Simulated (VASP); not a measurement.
# AlPt (Pm-3m) in VASP: relaxation of cell and atoms with LDA

Aim: the relaxation of cell and atoms of AlPt with LDA.

All numbers are computed with VASP 6.6.1; they aren't measurements. Logs are shortened: lines on timing, memory, paths and dates and some standing lists are left out, and cuts for length are marked.

**1. The structure**

The structure is cubic, space group Pm-3m (No. 221). Conventional cell: a = 3.092 Å, b = 3.092 Å, c = 3.092 Å, α = 90.00°, β = 90.00°, γ = 90.00°. Pt (site symmetry m-3m) has 8 Al at 2.68 Å as nearest neighbours. Around Al (site symmetry m-3m) lie 8 Pt at 2.68 Å.

Measurements of this composition are mostly on another form, of space group No. 198.

**2. Relaxation of cell and atoms, LDA**

The input, INCAR:

```
SYSTEM = AlPt
PREC = Accurate ; ENCUT = 600
EDIFF = 1E-6 ; ISMEAR = -1
SIGMA = 0.05 ; LREAL = .FALSE.
LASPH = .TRUE. ; NELM = 100
ALGO = Fast ; ISIF = 3
LWAVE = .FALSE. ; LCHARG = .FALSE.
IBRION = 2 ; NSW = 60
EDIFFG = -0.005
```

The input, KPOINTS:

```
Automatic mesh
0
G
  8 8 8
  0 0 0
```

The input, POSCAR:

```
AlPt
1.0
    3.0915460000      0.0000000000      0.0000000000
    0.0000000000      3.0915460000      0.0000000000
    0.0000000000      0.0000000000      3.0915460000
Pt Al
1 1
Direct
    0.5000000000      0.5000000000      0.5000000000
    0.0000000000      0.0000000000      0.0000000000
```

Potentials or basis: VASP PAW LDA potentials, release 64 (Pt, Al).

Launch:

```bash
$ cat potpaw_LDA.64/Pt/POTCAR potpaw_LDA.64/Al/POTCAR > POTCAR
$ mpirun -np 1 vasp_std > vasp.out
```

OUTCAR:

```text
SYSTEM = AlPt
   PREC = Accurate
   ENCUT = 600
   EDIFF = 1E-6
   ISMEAR = -1
   LREAL = .FALSE.
   LASPH = .TRUE.
   NELM = 100
   ISIF = 3
   IBRION = 2
   NSW = 60
   EDIFFG = -0.005

 ion  position               nearest neighbor table
   1  0.500  0.500  0.500-   2 2.68   2 2.68   2 2.68   2 2.68   2 2.68   2 2.68   2 2.68   2 2.68

   2  0.000  0.000  0.000-   1 2.68   1 2.68   1 2.68   1 2.68   1 2.68   1 2.68   1 2.68   1 2.68

  LATTYP: Found a simple cubic cell.
 ALAT       =     3.0915460000

  Lattice vectors:

 A1 = (   3.0915460000,   0.0000000000,   0.0000000000)
 A2 = (   0.0000000000,   3.0915460000,   0.0000000000)
 A3 = (   0.0000000000,   0.0000000000,   3.0915460000)

Analysis of symmetry for initial positions (statically):
=====================================================================
 Subroutine PRICEL returns:
 Original cell was already a primitive cell.

 Routine SETGRP: Setting up the symmetry group for a
 simple cubic supercell.

 Subroutine GETGRP returns: Found 48 space group operations
 (whereof 48 operations were pure point group operations)
 out of a pool of 48 trial point group operations.

The static configuration has the point symmetry O_h .

Analysis of symmetry for dynamics (positions and initial velocities):
=====================================================================
 Subroutine PRICEL returns:
 Original cell was already a primitive cell.

 Routine SETGRP: Setting up the symmetry group for a
 simple cubic supercell.

 Subroutine GETGRP returns: Found 48 space group operations
 (whereof 48 operations were pure point group operations)
 out of a pool of 48 trial point group operations.

The dynamic configuration has the point symmetry O_h .

 Subroutine INISYM returns: Found 48 space group operations
 (whereof 48 operations are pure point group operations),
 and found     1 'primitive' translations

----------------------------------------------------------------------------------------

                                     Primitive cell

  volume of cell :      29.5479

  direct lattice vectors                    reciprocal lattice vectors
     3.091546000  0.000000000  0.000000000     0.323462759  0.000000000  0.000000000
     0.000000000  3.091546000  0.000000000     0.000000000  0.323462759  0.000000000
     0.000000000  0.000000000  3.091546000     0.000000000  0.000000000  0.323462759

  length of vectors
     3.091546000  3.091546000  3.091546000     0.323462759  0.323462759  0.323462759

  position of ions in fractional coordinates (direct lattice)
[... 101 lines left out ...]
  Fermi-wavevector in a.u.,A,eV,Ry     =   1.245127  2.352948 21.093665  1.550341
  Thomas-Fermi vector in A             =   2.379363
   LORBIT       =      0    0 simple, 1 ext, 2 COOP (PROOUT), +10 PAW based schemes
   GGA     = CA    functional components
   LHFCALC =     F    Hartree Fock is set to
   AEXX    =    0.0000 exact exchange contribution
   IVDW    =     0    specifies the selected vdW correction
   LEPSILON=     F    determine dielectric tensor
   LRPA    =     F    only Hartree local field effects (RPA)
 conjugate gradient relaxation of ions
 non-spin polarized calculation
 RMM-DIIS sequential band-by-band and
  energy-cutoff  :      600.00
  volume of cell :       29.55
 maximum number of plane-waves:      1021
 NGX is ok and might be reduce to    28
   NGX = 13   NGY = 13   NGZ = 13

--------------------------------------- Ionic step        1  -------------------------------------------

 number of electron      12.9999998 magnetization

 Free energy of the ion-electron system (eV)
  ---------------------------------------------------
  ext. energy  EPLUGINS =         0.00000000
  ---------------------------------------------------
  free energy    TOTEN  =       -13.55567783 eV

  energy without entropy =      -13.54648471  energy(sigma->0) =      -13.55108127

------------------------ aborting loop because EDIFF is reached ----------------------------------------

  FORCE on cell =-STRESS in cart. coord.  units (eV):
  Direction    XX          YY          ZZ          XY          YZ          ZX
  --------------------------------------------------------------------------------------
  -------------------------------------------------------------------------------------
  Total       -1.7249047     -1.7249047     -1.7249047      0.0000000      0.0000000     -0.0000000
  in kB      -93.5294868    -93.5294868    -93.5294868      0.0000000      0.0000000     -0.0000000
  external PRESSURE =     -93.5294868 kB  Pullay stress =       0.0000000 kB
[... 95 lines left out ...]
--------------------------------------- Ionic step        4  -------------------------------------------

 number of electron      13.0000002 magnetization

 Free energy of the ion-electron system (eV)
  ---------------------------------------------------
  ext. energy  EPLUGINS =         0.00000000
  ---------------------------------------------------
  free energy    TOTEN  =       -13.59859095 eV

  energy without entropy =      -13.59024395  energy(sigma->0) =      -13.59441745

 E-fermi :  11.3457     XC(G=0): -12.5235

 val. band max:       11.3288457703   @ k =   0.3750   0.3750   0.1250
 cond. band min:      11.4160294242   @ k =   0.3750   0.2500   0.1250
 fundamental gap:      0.0871836540
 Fermi energy:        11.3457474075

 k-point     1 :       0.0000    0.0000    0.0000
  band No.  band energies     occupation
      1      -0.6375      2.00000
      2       5.3803      2.00000
      3       5.3803      2.00000
      4       8.5770      2.00000
      5       8.5770      2.00000
      6       8.5770      2.00000
      7      15.2493      0.00000
      8      15.2493      0.00000
      9      15.2493      0.00000
     10      20.6227      0.00000
[... 287 lines left out ...]
 k-point    24 :       0.5000    0.3750    0.1250
  band No.  band energies     occupation
      1       3.5757      2.00000
      2       5.3402      2.00000
      3       6.3495      2.00000
      4       6.7594      2.00000
      5       8.2022      2.00000
      6       9.0480      2.00000
      7      10.3955      2.00000
      8      13.6349      0.00000
      9      15.2350      0.00000
     10      18.8891      0.00000

 [... further k-points ...]

------------------------ aborting loop because EDIFF is reached ----------------------------------------

  FORCE on cell =-STRESS in cart. coord.  units (eV):
  Direction    XX          YY          ZZ          XY          YZ          ZX
  --------------------------------------------------------------------------------------
  -------------------------------------------------------------------------------------
  Total       -0.0050570     -0.0050570     -0.0050570      0.0000000     -0.0000000     -0.0000000
  in kB       -0.2879054     -0.2879054     -0.2879054      0.0000000     -0.0000000     -0.0000000
  external PRESSURE =      -0.2879054 kB  Pullay stress =       0.0000000 kB
[... 17 lines left out ...]
  FREE ENERGIE OF THE ION-ELECTRON SYSTEM (eV)
  ---------------------------------------------------
  free  energy   TOTEN  =       -13.5985909471 eV

  energy  without entropy=      -13.5902439469  energy(sigma->0) =      -13.59441745

 reached required accuracy - stopping structural energy minimisation
```

OSZICAR:

```text
N       E                     dE             d eps       ncg     rms          rms(c)
DAV:   1     0.516527926014E+02    0.51653E+02   -0.63049E+03   708   0.121E+03
DAV:   2    -0.123306995874E+02   -0.63983E+02   -0.60703E+02   770   0.211E+02
DAV:   3    -0.140766907240E+02   -0.17460E+01   -0.16908E+01   836   0.329E+01
DAV:   4    -0.140918933109E+02   -0.15203E-01   -0.15185E-01   768   0.314E+00
[... 33 lines left out ...]
       N       E                     dE             d eps       ncg     rms          rms(c)
DAV:   1    -0.135987252186E+02   -0.15648E-03   -0.24614E-03   748   0.543E-01    0.796E-02
RMM:   2    -0.135985924266E+02    0.13279E-03   -0.44475E-04   700   0.185E-01    0.163E-02
RMM:   3    -0.135985915203E+02    0.90629E-06   -0.18002E-05   687   0.349E-02    0.932E-03
RMM:   4    -0.135985909471E+02    0.57323E-06   -0.41039E-06   561   0.154E-02
   4 F= -.13598591E+02 E0= -.13594417E+02  d E =-.429131E-01
```

It took 40 s on 1 thread of AMD EPYC 7R13 (Zen 3), shared host; peak memory 0.13 GiB.

Results:

* Free energy: -13.5986 eV
* Relaxed volume: 14.07 Å³/atom
* Relaxed cell: a = 3.042 Å, b = 3.042 Å, c = 3.042 Å, α = 90.00°, β = 90.00°, γ = 90.00°
* Space group after relaxing (to 0.05 Å): Pm-3m (No. 221)
* Energy gained by relaxing: 21.5 meV/atom
* Ionic steps: 4
* Pressure after relaxing: 0.0 GPa
* Band gap on the k mesh: none (metal or under the smearing width)

Step by step:
```
step  energy change (eV)  largest force (eV/Å)  pressure (GPa)  volume (Å³)
   1              0.0000                0.0000           -9.35        29.55
   2              0.0821                0.0000           20.29        26.01
   3             -0.0429                0.0000           -0.25        28.17
   4             -0.0429                0.0000           -0.03        28.14
```

Final structure:
```
CELL_PARAMETERS angstrom
3.04171 0.00000 0.00000
0.00000 3.04171 0.00000
0.00000 0.00000 3.04171
ATOMIC_POSITIONS crystal
Pt 0.50000 0.50000 0.50000
Al 0.00000 0.00000 0.00000
```

Levels at points of the mesh, in eV from the Fermi level:
```csv
k point,band 3,band 4,band 5,band 6,band 7,band 8,band 9,band 10
"(0.00, 0.00, 0.00)",-5.97,-2.77,-2.77,-2.77,3.90,3.90,3.90,9.28
"(0.50, 0.00, 0.00)",-5.34,-4.30,-4.30,-2.55,-0.91,6.08,8.69,8.69
"(0.50, 0.50, 0.00)",-3.93,-3.93,-3.26,-3.26,-1.44,1.08,3.68,8.56
"(0.50, 0.50, 0.50)",-6.80,-1.36,-1.36,0.68,1.75,1.75,1.75,5.13
```

The run has no spin-orbit coupling, so splittings on Pt are missing.
